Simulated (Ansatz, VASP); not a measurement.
Two plane-wave programs on WS2

```xyz
3
Lattice="3.0840 0.0000 0.0000 -1.5420 2.6708 0.0000 0.0000 0.0000 18.0626" Properties=species:S:1:pos:R:3 pbc="T T T"
W     0.0000    1.7805    0.0000
S     1.5420    0.8903   16.4008
S     1.5420    0.8903    1.6618
```

Alike in both runs: task single point; functional PBE; dispersion D3(BJ); k mesh 12 × 12 × 2; occupations gaussian, width 0.05 eV; no spin polarisation.

```csv
,VASP,Ansatz
version,VASP 6.6.1,Ansatz 0.2.0
potentials or method,"VASP PAW PBE potentials, release 64 (W_sv, S)","scalar-relativistic, plane waves, PAW"
plane-wave cutoff (eV),520,420
valence electrons in the cell,26,26
```

```csv
,VASP,Ansatz,Ansatz less VASP
gap on the k mesh at the Fermi level (eV),1.62,1.62,0.000
least direct gap on the mesh (eV),2.43,2.43,-0.003
rms of the force components (eV/Å),0.511,0.513,+0.0019
```

Atom by atom the forces differ by 0.002 eV/Å (rms over components).

Caveats: spin-orbit coupling is left out, which moves the levels of the heavy elements. As with any semilocal functional, this PBE gap is likely too small.
